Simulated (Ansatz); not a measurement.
## Calculated ¹⁹³Ir nuclear quadrupole resonance for IrO₂

Cell: a COD entry.

Space group P4_2/mnm (No. 136); a = 4.4990, c = 3.1460 Å.

| site | Wyckoff | site symmetry | x | y | z |
| --- | --- | --- | --- | --- | --- |
| Ir | 2a | m.mm | 0.0000 | 0.0000 | 0.0000 |
| O | 4f | m.2m | 0.3110 | 0.3110 | 0.0000 |

One atom of each set is listed.

Method: Kohn–Sham DFT in Ansatz, PBE, plane waves and PAW, scalar-relativistic, collinear spin, 420 eV cutoff, Γ-centred 10×10×15 k-points, Fermi–Dirac smearing 0.05 eV. Start moments as typed (μB): 1 on each Ir, none on the rest.

¹⁹³Ir: I = 3/2, Q = 751.0 mb (year-2017 value). Static lattice, zero field.

Q: Predict the zero-field ¹⁹³Ir lines of each site.

A: For I = 3/2 there is one line, ν = (|C_Q|/2)(1 + η²/3)^½.

| site | atoms | V_zz (10²¹ V/m²) | C_Q (MHz) | η | line frequencies (MHz) |
| --- | --- | --- | --- | --- | --- |
| Ir | 2 | -15.66 | -284 | 0.13 | 142.6 |

Q: And for Ir-191 (I = 3/2, Q = 816.0 mb) on Ir?

A: C_Q scales with Q to -309 MHz, with lines at 155.0 MHz.

At this cell the PBE pressure is 8 GPa (principal stresses up to 13 GPa in size), so with PBE the cell would grow if it were relaxed. The entry's cell may itself be off. The largest force is 0.6 eV/Å, so the atoms aren't at the calculated equilibrium and relaxing them would move these values. With no gap above 0.1 eV, as in a metal, the gradients converge slowly in k; expect changes of a tenth or more on a denser mesh. Spin–orbit coupling is left out, which shifts gradients on Ir by a few per cent in wide-gap crystals, and can shift them far more where the calculated gap is small or absent, as here. Semilocal functionals can leave a metal where correlation in the d or f shell opens a gap in the real compound, and that would change the values at and beside Ir. The start moments die out, and the run ends without spin.
